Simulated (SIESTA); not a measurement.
Runs of SIESTA 5.4.2 on FeO (Wuestite). Symmetry: Fm-3m, No. 225, cubic system. Conventional cell: a = 4.311 Å, b = 4.311 Å, c = 4.311 Å, α = 90.00°, β = 90.00°, γ = 90.00°. Around Fe (site symmetry m-3m) lie 6 O at 2.16 Å. O (site symmetry m-3m) is surrounded by 6 Fe at 2.16 Å. 

```csv
spin,gap on the mesh (eV),pressure (GPa),moment (μB)
"collinear, fm_larger start",none,0.4,4.00
"collinear, zero start",none,(a),0.00
"collinear, ferromagnetic start",none,0.4,4.00
"non-collinear, random start",none,-,4.00
```

Alike in all rows: task single point; level PBE; potentials or basis PseudoDojo 0.4 standard (PBE files), DZP (energy shift 0.003 Ry; two zetas on semicore shells); cell as given; k mesh 8 × 8 × 8; smearing fermi-dirac 0.05 eV; grid cutoff 800 Ry; energy shift 0.003 Ry.

Q: Fill in the values left out.

A: (a) -25.3.

Caveats: short orbitals over semicore shells can move pressures by several GPa; the basis of atomic orbitals isn't converged, which shifts pressures, moduli and gaps; semilocal functionals often make such compounds metallic where correlation or magnetic order opens a gap, which also shifts bond lengths; a cell with one magnetic atom can't hold antiferromagnetic order, which such compounds often take (some runs); with moments that point in different directions the gradient correction is approximate, so stress is left out (some runs).

A gap of «none» marks a metal or a gap under the smearing width.
